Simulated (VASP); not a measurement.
Wanted: the native input for a VASP 6.6.1 run.

```yaml
Task: single point
Functional: HSE06
Potentials_or_basis: VASP PAW PBE potentials, release 64 (Pb_d, Se)
Cutoff: 520 eV
k_mesh: 8 × 8 × 8
Occupations: gaussian, width 0.02 eV
Spin: no spin polarisation
Grid_for_exact_exchange_PRECFOCK: Fast
Screening_parameter: 0.2 1/A
Further_INCAR_settings: ALGO = Normal; EDIFF = 1e-06
```

Crystal: PbSe (Clausthalite).

```xyz
2
Lattice="0.0000 3.0621 3.0621 3.0621 0.0000 3.0621 3.0621 3.0621 0.0000" Properties=species:S:1:pos:R:3 pbc="T T T"
Pb    0.0000    0.0000    0.0000
Se    3.0621    3.0621    3.0621
```

One way to write it, as run:

POSCAR

```
PbSe
1.0
    0.0000000000      3.0621500000      3.0621500000
    3.0621500000      0.0000000000      3.0621500000
    3.0621500000      3.0621500000      0.0000000000
Pb Se
1 1
Direct
    0.0000000000      0.0000000000      0.0000000000
    0.5000000000      0.5000000000      0.5000000000
```

INCAR.step1

```
SYSTEM = PbSe
PREC     = Accurate       ! precision mode
ENCUT    = 520            ! plane-wave cutoff, eV
EDIFF    = 1E-5           ! SCF threshold, eV
ISMEAR   = 0              ! smearing method
SIGMA    = 0.02           ! smearing width, eV
LREAL    = .FALSE.        ! projectors in reciprocal space
LASPH    = .TRUE.         ! aspherical terms in the spheres
NELM     = 80             ! most SCF steps
ALGO     = Normal         ! electronic algorithm
ISIF     = 2              ! what is computed and relaxed
LWAVE    = .TRUE.         ! write WAVECAR
LCHARG   = .FALSE.        ! write CHGCAR
GGA      = PE             ! functional
```

INCAR.step2

```
SYSTEM = PbSe
PREC     = Accurate       ! precision mode
ENCUT    = 520            ! plane-wave cutoff, eV
EDIFF    = 1E-6           ! SCF threshold, eV
ISMEAR   = 0              ! smearing method
SIGMA    = 0.02           ! smearing width, eV
LREAL    = .FALSE.        ! projectors in reciprocal space
LASPH    = .TRUE.         ! aspherical terms in the spheres
NELM     = 80             ! most SCF steps
ALGO     = Normal         ! electronic algorithm
ISIF     = 2              ! what is computed and relaxed
LWAVE    = .FALSE.        ! write WAVECAR
LCHARG   = .FALSE.        ! write CHGCAR
GGA      = PE             ! functional
LHFCALC  = .TRUE.         ! exact exchange
HFSCREEN = 0.2            ! screening, 1/A
PRECFOCK = Fast         
ISTART   = 1
```

KPOINTS

```
regular mesh
0
G
  8 8 8
  0 0 0
```

Potentials or basis: VASP PAW PBE potentials, release 64 (Pb_d, Se).

Run with:

```bash
$ cat potpaw_PBE.64/Pb_d/POTCAR potpaw_PBE.64/Se/POTCAR > POTCAR
$ cp INCAR.step1 INCAR
$ mpirun -np 1 vasp_std > vasp.out
$ cp INCAR.step2 INCAR
$ mpirun -np 1 vasp_std > vasp.out
```

It gave:

| Item | Value |
| --- | --- |
| Pressure | 1.1 GPa |
| Band gap on the k mesh | 0.72 eV, direct |

Caveat: the PAW data sets were made with another functional, which shifts forces and pressure a little; spin-orbit coupling is left out, which as a rule narrows the gap of such compounds by several tenths of an eV.

Wall time 76 min on 1 thread of Intel(R) Xeon(R) Platinum 8488C (Sapphire Rapids), on a shared host, peak memory 0.35 GiB.
